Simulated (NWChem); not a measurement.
**CH4N2O (urea): levels of theory compared**

Aim: a comparison of 6 runs (B3LYP/def2-SVPD, PBE/def2-SVPD, PBE0/def2-SVPD, r2SCAN/def2-SVPD, SVWN5/def2-SVPD, CCSD(T)/def2-SVPD) of CH4N2O (urea). 

The calculation is run with NWChem 7.3.0.

### Step 1. The system as given

The species is CH4N2O (8 atoms), meant as a singlet with charge 0. As SMILES, `NC(N)=O`. Geometry: relaxed at PBE0-D4/def2-TZVP. This is one conformer, not always the lowest.

Bond lengths: N1–C2 1.376 Å, C2–N3 1.376 Å, C2–O4 1.211 Å, N1–H5 1.006 Å, N1–H6 1.006 Å, N3–H7 1.006 Å, N3–H8 1.006 Å. Angles: N1–C2–N3 114.1°, N1–C2–O4 122.9°, N3–C2–O4 122.9°, C2–N1–H5 113.4°, C2–N1–H6 118.4°, C2–N3–H7 113.4°, C2–N3–H8 118.4°, H5–N1–H6 115.2°, H7–N3–H8 115.2°.

### Step 2. Energy and gradient at B3LYP/def2-SVPD (run 1)

File struct.nw:

```
start struct
title "CH4N2O gradient"
memory stack 880 mb heap 220 mb global 1100 mb
geometry noautosym nocenter noautoz
   N       -0.091180       1.153200      -0.236100
   C       -0.242410      -0.206120      -0.390990
   N        0.326430      -0.953280       0.615330
   O       -0.825140      -0.701360      -1.330440
   H       -0.670530       1.692970      -0.856600
   H       -0.003880       1.521090       0.696140
   H        0.387130      -1.933960       0.399490
   H        1.119580      -0.572540       1.103170
end
basis spherical bse
   * library def2-SVPD
end
dft
   xc b3lyp
   mult 1
   grid fine
   convergence energy 1e-08
   iterations 100
   mulliken
   print low
end
task dft gradient
```

The run is started by

```console
$ nwchem struct.nw > struct.out
```

Standard output:

```text
[...]
 d= 0,ls=0.0,diis     1   -225.0021718749 -3.49D+02  2.14D-02  1.10D+00     1.8
[...]
 d= 0,ls=0.0,diis    11   -225.1305545075 -1.43D-10  1.50D-07  4.65D-11    16.4
         Total DFT energy =     -225.130554507533
      One electron energy =     -551.961164252190
           Coulomb energy =      231.891599266164
    Exchange-Corr. energy =      -29.338188073676
 Nuclear repulsion energy =      124.277198552168
[...]
      Total Density - Mulliken Population Analysis
     ---------------------------------------------
    Atom       Charge   Shell Charges
 -----------   ------   -------------------------------------------------------
    1 N    7     6.89   1.99  1.01  0.31 -0.03  2.52  1.10  0.02 -0.02
    2 C    6     5.45   1.98  0.97  0.04 -0.02  2.04  0.26  0.14  0.03
    3 N    7     6.89   1.99  1.01  0.31 -0.03  2.52  1.10  0.02 -0.02
    4 O    8     8.49   1.99  1.10  0.67  0.10  2.86  1.56  0.16  0.02  0.02
    5 H    1     1.01   0.75  0.21  0.04  0.01
    6 H    1     1.13   0.75  0.30  0.04  0.03
    7 H    1     1.01   0.75  0.21  0.04  0.01
    8 H    1     1.13   0.75  0.30  0.04  0.03
[...]
                         DFT ENERGY GRADIENTS
    atom               coordinates                        gradient
                 x          y          z           x          y          z
   1 N      -0.172305   2.179232  -0.446164   -0.000487  -0.002251   0.000669
   2 C      -0.458088  -0.389510  -0.738864   -0.002659  -0.002300  -0.004336
   3 N       0.616863  -1.801438   1.162805   -0.000144   0.001728  -0.001662
   4 O      -1.559289  -1.325378  -2.514167    0.006542   0.005571   0.010570
   5 H      -1.267118   3.199249  -1.618739    0.002049  -0.004033   0.003215
   6 H      -0.007332   2.874443   1.315514   -0.001118  -0.002915  -0.004485
   7 H       0.731570  -3.654654   0.754927   -0.000290   0.005535  -0.000378
   8 H       2.115699  -1.081944   2.084689   -0.003894  -0.001335  -0.003592
 Task  times  cpu:       20.9s     wall:       20.9s
 Total times  cpu:       20.9s     wall:       20.9s
```

It took 22 s on 1 thread of AMD EPYC 9R45 (Zen 5), shared host; peak memory 0.12 GiB.

### Step 3. Energy and forces at PBE/def2-SVPD (run 2)

File ch4n2o.nw:

```
start ch4n2o
memory total 2200 mb

geometry units angstrom noautosym nocenter noautoz
  N       -0.091180       1.153200      -0.236100
  C       -0.242410      -0.206120      -0.390990
  N        0.326430      -0.953280       0.615330
  O       -0.825140      -0.701360      -1.330440
  H       -0.670530       1.692970      -0.856600
  H       -0.003880       1.521090       0.696140
  H        0.387130      -1.933960       0.399490
  H        1.119580      -0.572540       1.103170
end

basis spherical bse
  * library def2-SVPD
end

dft
  xc xpbe96 cpbe96
  grid fine
  convergence energy 1e-08
  iterations 100
  mulliken
  print low
end

task dft gradient
```

The run is started by

```console
$ nwchem ch4n2o.nw > ch4n2o.out
```

Standard output:

```text
[...]
 d= 0,ls=0.0,diis     1   -224.7380038733 -3.49D+02  2.81D-02  1.22D+00     1.7
[...]
 d= 0,ls=0.0,diis    11   -224.8778112178 -2.46D-09  6.50D-08  4.27D-11    16.4
         Total DFT energy =     -224.877811217812
      One electron energy =     -551.931078688176
           Coulomb energy =      231.842590893565
    Exchange-Corr. energy =      -29.066521975370
 Nuclear repulsion energy =      124.277198552168
[...]
      Total Density - Mulliken Population Analysis
     ---------------------------------------------
    Atom       Charge   Shell Charges
 -----------   ------   -------------------------------------------------------
    1 N    7     6.96   1.98  1.01  0.34  0.02  2.51  1.10  0.01 -0.01
    2 C    6     5.39   1.98  0.97  0.02 -0.03  2.07  0.24  0.14  0.00
    3 N    7     6.96   1.98  1.01  0.34  0.02  2.51  1.10  0.01 -0.01
    4 O    8     8.50   1.99  1.10  0.68  0.11  2.85  1.55  0.18  0.02  0.02
    5 H    1     0.98   0.75  0.18  0.04  0.01
    6 H    1     1.11   0.75  0.28  0.04  0.03
    7 H    1     0.98   0.75  0.18  0.04  0.01
    8 H    1     1.11   0.75  0.28  0.04  0.03
[...]
                         DFT ENERGY GRADIENTS
    atom               coordinates                        gradient
                 x          y          z           x          y          z
   1 N      -0.172305   2.179232  -0.446164   -0.004751  -0.002289   0.001330
   2 C      -0.458088  -0.389510  -0.738864   -0.006812  -0.005829  -0.011029
   3 N       0.616863  -1.801438   1.162805    0.002626   0.000497  -0.004732
   4 O      -1.559289  -1.325378  -2.514167    0.014645   0.012458   0.023633
   5 H      -1.267118   3.199249  -1.618739    0.005642  -0.007037   0.006851
   6 H      -0.007332   2.874443   1.315514   -0.001624  -0.005601  -0.010327
   7 H       0.731570  -3.654654   0.754927   -0.000690   0.011254   0.001135
   8 H       2.115699  -1.081944   2.084689   -0.009035  -0.003452  -0.006861
 Task  times  cpu:       20.9s     wall:       20.9s
 Total times  cpu:       20.9s     wall:       20.9s
```

Wall time 22 s (1 thread of AMD EPYC 9R45 (Zen 5), shared host); peak memory 0.12 GiB.

Runs 3 to 5 aren't shown in full; the table further down has their settings and results.

### Step 4. The energy at CCSD(T)/def2-SVPD (run 6)

File mymol.nw:

```
start mymol
memory total 2200 mb

geometry units angstroms noautosym nocenter noautoz
N       -0.091180       1.153200      -0.236100
C       -0.242410      -0.206120      -0.390990
N        0.326430      -0.953280       0.615330
O       -0.825140      -0.701360      -1.330440
H       -0.670530       1.692970      -0.856600
H       -0.003880       1.521090       0.696140
H        0.387130      -1.933960       0.399490
H        1.119580      -0.572540       1.103170
end

basis spherical bse
* library def2-SVPD
end

scf
singlet
rhf
thresh 1e-08
maxiter 80
end

ccsd
freeze core 4
maxiter 60
end

task ccsd(t)
```

The run is started by

```console
$ nwchem mymol.nw > mymol.out
```

Standard output:

```text
[...]
  functions       =   115
[...]
  wavefunction    = RHF
[...]
         Total SCF energy =   -223.841373207016
      One-electron energy =   -551.542988768209
      Two-electron energy =    203.424417009024
 Nuclear repulsion energy =    124.277198552168
        Time for solution =     16.6s
[...]
 Total MP2 energy:           -224.519662955164250
[...]
             energy      energy      error      ampl     ampl      Block
                                                time     time      time
[...]
 Total CCSD energy:           -224.540986774551982
[...]
 Total CCSD+T(CCSD) energy:           -224.567131645158867
[...]
 Total CCSD(T) energy:                -224.565431486841618
[...]
```

It took 3.6 min on 1 thread of AMD EPYC 9R45 (Zen 5), shared host; peak memory 0.47 GiB.

### Step 5. The series

| run | level | task | integration grid | energy (Eh) | largest force (eV/Å) | wall time |
| --- | --- | --- | --- | --- | --- | --- |
| 1 | B3LYP/def2-SVPD | gradient | fine | -225.130555 | 0.700 | 22 s |
| 2 | PBE/def2-SVPD | gradient | fine | -224.877811 | 1.567 | 22 s |
| 3 | PBE0/def2-SVPD | gradient | fine | -224.880668 | 0.305 | 21 s |
| 4 | r2SCAN/def2-SVPD | gradient | fine | -225.005654 | 0.766 | 25 s |
| 5 | SVWN5/def2-SVPD | gradient | fine | -223.356183 | 0.734 | 17 s |
| 6 | CCSD(T)/def2-SVPD | energy | – | -224.565431 | – | 3.6 min |

### Step 6. Outcome

| quantity | value |
| --- | --- |
| run 6: total energy | -224.56543 Eh |
| run 6: HOMO energy (Hartree–Fock orbitals) | -11.54 eV |
| run 6: LUMO energy (Hartree–Fock orbitals) | 2.56 eV |
| run 6: HOMO–LUMO gap (Hartree–Fock orbitals) | 14.10 eV |
| run 6: correlation energy (4 core orbitals frozen) | -724.1 mEh |
| run 6: (T) correction | -24.44 mEh |

Totals of different functionals can't be ranked against each other. All runs together took 5.3 min, the longest 3.6 min.
